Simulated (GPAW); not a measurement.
# CdS (Greenockite) (P6_3mc) in GPAW: further runs

Aim: see how the results for CdS (Greenockite) move with the level of theory and the settings. Levels: AM05, PBE. Tasks: single point.

Everything below comes from runs of GPAW 26.7.0. Logs are shortened: lines on timing, memory, paths and dates and some standing lists are left out, and cuts for length are marked. The log counts tension as positive stress, the text compression.

**Measured values to compare with.**

“Isotope dependence of band-gap energy”, 2008, arxiv:0807.2152 quotes, for a bulk crystal of CdS: band gap 2.5809 ± 0.0002 eV.

The results are compared with them further down.

## Step 1: The crystal as given

Symmetry: P6_3mc, No. 186, hexagonal system. Conventional cell: a = 4.150 Å, b = 4.150 Å, c = 6.737 Å, α = 90.00°, β = 90.00°, γ = 120.00°. Cd (site symmetry 3m) is surrounded by 4 S at 2.53 to 2.54 Å. Around S (site symmetry 3m) lie 4 Cd at 2.53 to 2.54 Å.

## Step 2: Single point, AM05

File run.py:

```python
from ase.dft.bandgap import bandgap
from ase.io import read, write
from ase.units import GPa
from gpaw import GPAW, PW, setup_paths

setup_paths.insert(0, '.')

atoms = read('CdS.cif')

calc = GPAW(mode=PW(500),
            xc='AM05',
            kpts={'size': (6, 6, 3), 'gamma': True},
            occupations={'name': 'fermi-dirac', 'width': 0.01},
            nbands=31,
            convergence={'density': 1e-05, 'energy': 1e-05},
            maxiter=150,
            txt='gpaw.txt')
atoms.calc = calc
energy = atoms.get_potential_energy()
forces = atoms.get_forces()
stress = atoms.get_stress()
calc.write('gs.gpw')
write('result.traj', atoms)
print(f'Energy: {energy:.6f} eV')
print('Forces (eV/A):')
print(forces.round(4))
print('Stress (GPa):', (stress / GPa).round(3))
print('Fermi level:', round(calc.get_fermi_level(), 4), 'eV')
print(f'Gap: {bandgap(calc)[0]:.4f} eV, direct: {bandgap(calc, direct=True)[0]:.4f} eV')
```

File CdS.cif:

```cif
data_CdS
_cell_length_a 4.15000000
_cell_length_b 4.15000000
_cell_length_c 6.73700000
_cell_angle_alpha 90.00000000
_cell_angle_beta 90.00000000
_cell_angle_gamma 120.00000000
_space_group_name_H-M_alt 'P6_3mc'
_space_group_name_Hall 'P 6c -2c'
_space_group_IT_number 186
loop_
_space_group_symop_operation_xyz
'x,y,z'
'x-y,x,z+1/2'
'-y,x-y,z'
'-x,-y,z+1/2'
'-x+y,-x,z'
'y,-x+y,z+1/2'
'y,x,z+1/2'
'x,x-y,z'
'x-y,-y,z+1/2'
'-y,-x,z'
'-x,-x+y,z+1/2'
'-x+y,y,z'
loop_
_atom_site_label
_atom_site_type_symbol
_atom_site_symmetry_multiplicity
_atom_site_Wyckoff_symbol
_atom_site_fract_x
_atom_site_fract_y
_atom_site_fract_z
_atom_site_occupancy
Cd1 Cd 2 b 0.6666666667 0.3333333333 0.5000000000 1
S1 S 2 b 0.6666666667 0.3333333333 0.8750000000 1
```

Potentials or basis: PAW data sets generated in the run's folder for this functional, pw.

On the command line:

```console
gpaw-setup -f AM05 Cd S
OMP_NUM_THREADS=1 python run.py
```

gpaw.txt:

```text
__  _  _
 | _ |_)|_||  |
 |__||  | ||/\| - 26.7.0

Input parameters:
  mode=PW(ecut=500.0),
  convergence={'density': 1e-05, 'energy': 1e-05},
  kpts=MonkhorstPack(size=(6, 6, 3), gamma=True),
  maxiter=150,
  nbands=31,
  occupations=Occupations(name='fermi-dirac', width=0.01),
  xc=XC(name='AM05')

Diagonalizing LCAO Hamiltonian
Converting LCAO to pw mode

            S

            Cd
        S

        Cd

Atoms  # Å, Bohr magnetons
|   | symbol |        x |        y |        z |    initial magnetic moments |
|---|--------|----------|----------|----------|-----------------------------|
| 0 |     Cd | 2.075000 | 1.198002 | 3.368500 | ( 0.0000,  0.0000,  0.0000) |
| 1 |     Cd | 0.000000 | 2.396004 | 0.000000 | ( 0.0000,  0.0000,  0.0000) |
| 2 |      S | 2.075000 | 1.198002 | 5.894875 | ( 0.0000,  0.0000,  0.0000) |
| 3 |      S | 0.000000 | 2.396004 | 2.526375 | ( 0.0000,  0.0000,  0.0000) |

Unit cell  # Å
| periodic |         x |        y |        z |  lengths |     angles |
|----------|-----------|----------|----------|----------|------------|
|      yes |  4.150000 | 0.000000 | 0.000000 | 4.150000 |  90.000000 |
|      yes | -2.075000 | 3.594005 | 0.000000 | 4.150000 |  90.000000 |
|      yes |  0.000000 | 0.000000 | 6.737000 | 6.737000 | 120.000000 |

Number of symmetries: 6
Symmetry operations  # r_c * U_cc + t_c -> r_c
|   | kind |            matrix            |
|---|------|------------------------------|
| 0 |  σ   |  1, 1, 0,  0,-1, 0,  0, 0, 1 |
| 1 |  E   |  1, 0, 0,  0, 1, 0,  0, 0, 1 |
| 2 |  C3  |  0, 1, 0, -1,-1, 0,  0, 0, 1 |
| 3 |  σ   |  0,-1, 0, -1, 0, 0,  0, 0, 1 |
| 4 |  σ   | -1, 0, 0,  1, 1, 0,  0, 0, 1 |
| 5 |  C3  | -1,-1, 0,  1, 0, 0,  0, 0, 1 |

BZ-sampling:
  Number of BZ points: 108
  Number of IBZ points: 17

  Monkhorst-Pack size: [6, 6, 3]
  Monkhorst-Pack shift: [0.08333333333333333, 0.08333333333333333, 0.0]

K-points  # in reciprocal-cell coordinates
|     |                                coordinates |     weight |
|-----|--------------------------------------------|------------|
|   0 | (  0.00000000,   0.00000000,   0.00000000) | 0.00925926 |
|   1 | (  0.00000000,   0.00000000,   0.33333333) | 0.01851852 |
|   2 | (  0.16666667,   0.00000000,  -0.33333333) | 0.05555556 |
|   3 | (  0.16666667,   0.00000000,   0.00000000) | 0.05555556 |
|   4 | (  0.16666667,   0.00000000,   0.33333333) | 0.05555556 |
|   5 | (  0.33333333,  -0.16666667,   0.00000000) | 0.05555556 |
|   6 | (  0.33333333,  -0.16666667,   0.33333333) | 0.11111111 |
|   7 | (  0.33333333,   0.00000000,  -0.33333333) | 0.05555556 |
|   8 | (  0.33333333,   0.00000000,   0.00000000) | 0.05555556 |
|   9 | (  0.33333333,   0.00000000,   0.33333333) | 0.05555556 |
| ... |                                            |            |
|  16 | (  0.50000000,   0.50000000,   0.33333333) | 0.05555556 |

Plane wave coefficients: 2563
Cutoff: 500.0 eV

Spin-components: 1 (collinear spins)
Bands:           31
Projectors:      22
Spin-degeneracy: 2
Datatype:        complex128

Density:
  Valence electrons: 36.0
  Components: 1
  Grid points: [24 24 35]
  Charge: 0.0  # |e|

Potential:
  Grid points: [24 24 35]

species:
  Cd:
    name:    Cadmium
    Z:       48.0
    valence: 12
    core:    36
    charge:  0.0  # [|e|]
    compensation charges:
      type: gauss
      rc: 0.38  # [Å]
      lmax: 2
    cutoffs:
      filter: 2.12  # [Å]
      core: 2.62  # [Å]
    projectors
    | kind |    occ | energy [eV] | rcut [Å] |
    |------|--------|-------------|----------|
    |   5s |  2.000 |      -5.642 |    1.191 |
    |   5p |  0.000 |      -1.115 |    1.228 |
    |   4d | 10.000 |     -11.724 |    1.164 |
    |    s |        |      21.569 |    1.191 |
    |    p |        |      26.096 |    1.228 |
    |    d |        |      15.487 |    1.164 |

    Using partial waves for Cd as LCAO basis

  S:
    name:    Sulfur
    Z:       16.0
    valence: 6
    core:    10
    charge:  0.0  # [|e|]
    compensation charges:
      type: gauss
      rc: 0.24  # [Å]
      lmax: 2
    cutoffs:
      filter: 1.77  # [Å]
      core: 1.66  # [Å]
    projectors
    | kind |    occ | energy [eV] | rcut [Å] |
    |------|--------|-------------|----------|
    |   3s |  2.000 |     -17.141 |    0.974 |
    |   3p |  4.000 |      -6.951 |    0.979 |
    |    s |        |      10.071 |    0.974 |
    |    p |        |      20.260 |    0.979 |
    |    d |        |       0.000 |    0.900 |

    Using partial waves for S as LCAO basis

Reference energy: -325740.160463  # eV

eigensolver:
  PPCG
  Converge bands: occupied
  niter=2

density mixing:
  MSR1-Mixer
  Pratt-step length: 0.05
  Maximum mixing coefficient: 0.75
  Old densities: 10
  SVD Regularization: 0.005
  Good broyden scale: 1.0
  Trust region scale: 1.0
  Backstep threshold: 4.0
  History deletion threshold: 6.0
  Fourier metric: weight=20.0, sigma=0.015

occupation numbers:
  Fermi-Dirac:
    width: 0.0100  # eV

poisson solver:
  ecut: 4000.0  # eV

xc functional:
  name: AM05 with 2 nearest neighbor stencil

convergence criteria:
- Maximum integral of absolute [dens]ity change: 1e-05 electrons / valence electron
- Maximum [total energy] change in last 3 cyles: 1e-05 eV / valence electron
- Maximum integral of absolute [eigenst]ate change: 4e-08 eV^2 / valence electron
maximum number of iterations: 150

SCF iterations
|iter     | |      energy | eigst |  dens |
|---------|-|-------------|-------|-------|
|iter:   1| |  -14.041569 | -0.46 |       |
|iter:   2| |  -13.827594 | -2.15 | -1.13 |
|iter:   3| |  -13.070175 | -1.40 | -1.17 |
|iter:   4| |  -13.063052 | -3.30 | -1.73 |
|iter:   5| |  -13.061574 | -3.67 | -2.18 |
|iter:   6| |  -13.061641 | -5.04 | -2.92 |
|iter:   7| |  -13.061654c| -6.18 | -3.49 |
|iter:   8| |  -13.061653c| -6.99 | -4.07 |
|iter:   9| |  -13.061653c| -7.66c| -4.81 |
|iter:  10| |  -13.061653c| -7.89c| -5.26c|

Converged in 10 steps
Energy contributions relative to reference atoms: (reference = -325740.160463)

Energy contributions:
  Kinetic:          32.779848
  Coulomb:         -29.876302
  Zero:              0.258563
  External:          0.000000
  Xc:              -16.223761
  Entropy:          -0.000000
  Spinorbit:         0.000000
  ----------------------------
  Free energy:     -13.061653
  Extrapolated:    -13.061653

dipole moment: (-0.000002, -0.000021, -19.024343)  # |e|*Ang

Fermi level: 3.625
Eigenvalues  # (at kpt = [0.000, 0.000, 0.000])
| band index |      eig [eV] | occ [0-2] |
|------------|---------------|-----------|
|          0 |        -8.855 |     2.000 |
|        ... |               |           |
|         10 |        -3.709 |     2.000 |
|         11 |        -3.366 |     2.000 |
|         12 |        -0.953 |     2.000 |
|         13 |         2.656 |     2.000 |
|         14 |         2.656 |     2.000 |
|         15 |         3.385 |     2.000 |
[... 8 lines left out ...]
|         24 |        10.900 |     0.000 |
|         25 |        11.117 |     0.000 |
|        ... |               |           |
|         30 |        14.959 |     0.000 |

Gap: 1.162 eV
Transition (v -> c):
  (s=0, k=0, n=17, [0.00, 0.00, 0.00]) -> (s=0, k=0, n=18, [0.00, 0.00, 0.00])
No difference between direct/indirect transitions

Forces  # eV/Ang
|        x |        y |        z |
|----------|----------|----------|
| -0.00000 |  0.00000 | -0.06342 |  # Cd   0
|  0.00000 |  0.00000 | -0.06399 |  # Cd   1
| -0.00000 | -0.00000 |  0.06381 |  # S    2
|  0.00000 |  0.00000 |  0.06366 |  # S    3

Stress tensor  # eV/Ang^3
|         x |         y |        z |
|-----------|-----------|----------|
|  0.006919 | -0.000000 | 0.000000 |
| -0.000000 |  0.006919 | 0.000000 |
|  0.000000 |  0.000000 | 0.003389 |

# Writing to gs.gpw (mode='')
```

It took 27 s on 1 thread of Arm Neoverse V2, shared host; peak memory 0.18 GiB.

What came out:

| Quantity | Value |
| --- | --- |
| Free energy | -13.0617 eV |
| Pressure | -0.9 GPa |
| Largest force | 0.064 eV/Å |
| Band gap on the k mesh | 1.16 eV, direct |

Forces on the atoms (eV/Å):
```
Cd   0.000  0.000 -0.063
Cd   0.000  0.000 -0.064
S    0.000  0.000  0.064
S    0.000  0.000  0.064
```

Levels at points of the mesh, in eV from the valence-band top:
```tsv
k point	band 14	band 15	band 16	band 17	band 18	band 19	band 20	band 21	band 22	band 23
(0.00, 0.00, 0.00)	-0.77	-0.77	-0.04	0.00	0.00	1.16	2.73	6.36	6.36	6.69
(0.50, 0.50, 0.00)	-3.51	-2.65	-1.88	-1.30	-0.74	3.65	3.84	5.10	6.34	6.92
```

Caveat: the cutoff is short for stress and forces, so pressures can be off by a GPa or more.

## Step 3: Single point, PBE

File run.py:

```python
from ase import Atoms
from ase.dft.bandgap import bandgap
from ase.io import write
from ase.units import GPa
from gpaw import GPAW, PW

atoms = Atoms(['Cd', 'Cd', 'S', 'S'],
              cell=[[4.15, 0.0, 0.0],
                    [-2.075, 3.5940054257, 0.0],
                    [0.0, 0.0, 6.737]],
              scaled_positions=[[0.6666666667, 0.3333333333, 0.5],
                                [0.3333333333, 0.6666666667, 0.0],
                                [0.6666666667, 0.3333333333, 0.875],
                                [0.3333333333, 0.6666666667, 0.375]],
              pbc=True)

calc = GPAW(mode=PW(500),
            xc='PBE',
            kpts={'size': (6, 6, 3), 'gamma': True},
            occupations={'name': 'fermi-dirac', 'width': 0.05},
            setups={'S': 'v3'},
            nbands=-13,
            convergence={'density': 1e-05, 'energy': 1e-05},
            maxiter=80,
            txt='gpaw.txt')
atoms.calc = calc
energy = atoms.get_potential_energy()
forces = atoms.get_forces()
stress = atoms.get_stress()
calc.write('gs.gpw')
write('result.traj', atoms)
print(f'Energy: {energy:.6f} eV')
print('Forces (eV/A):')
print(forces.round(4))
print('Stress (GPa):', (stress / GPa).round(3))
print('Fermi level:', round(calc.get_fermi_level(), 4), 'eV')
print(f'Gap: {bandgap(calc)[0]:.4f} eV, direct: {bandgap(calc, direct=True)[0]:.4f} eV')
```

Potentials or basis: GPAW PAW data sets (gpaw-data 1.2.1), newer versions, pw.

On the command line:

```console
OMP_NUM_THREADS=1 python run.py
```

It took 22 s on 1 thread of Intel Xeon Platinum 8375C at 2.90GHz (Ice Lake), shared host; peak memory 0.19 GiB.

It converged, with:

```yaml
Free_energy: -12.6063 eV
Pressure: 1.6 GPa
Largest_force: 0.067 eV/Å
Band_gap_on_the_k_mesh: 1.18 eV, direct
```

Forces in eV/Å, atoms in the order of the input:
```
Cd   0.000  0.000 -0.067
Cd   0.000  0.000 -0.067
S    0.000  0.000  0.067
S    0.000  0.000  0.067
```

Stress tensor (GPa, compression positive):
```
1.38 0.00 0.00
0.00 1.38 0.00
0.00 0.00 2.02
```

Levels at points of the mesh, in eV from the valence-band top:
```tsv
k point	band 16	band 17	band 18	band 19	band 20	band 21
(0.00, 0.00, 0.00)	-0.04	0.00	0.00	1.18	2.77	6.43
(0.50, 0.50, 0.00)	-1.86	-1.29	-0.73	3.69	3.88	5.10
```

Caveat: the cutoff is short for stress and forces, so pressures can be off by a GPa or more.

## Step 4: Against experiment

Step 2. Against the measured gap of CdS, 2.5809 eV (quoted in “Isotope dependence of band-gap energy”, 2008, arxiv:0807.2152), the calculated 1.16 eV is off by -1.42 eV. So large a miss can be the level of theory's own, or it may mean another phase, state or a wrong row. Spin-orbit coupling on Cd is left out. The value is that of AM05, without temperature or zero-point motion. Semilocal functionals fall short of measured gaps as a rule.

Step 3. Against the measured gap of CdS, 2.5809 eV (quoted in “Isotope dependence of band-gap energy”, 2008, arxiv:0807.2152), the calculated 1.18 eV is off by -1.40 eV. So large a miss can be the level of theory's own, or it may mean another phase, state or a wrong row. Spin-orbit coupling on Cd is left out. The value is that of PBE, without temperature or zero-point motion. Semilocal functionals fall short of measured gaps as a rule.
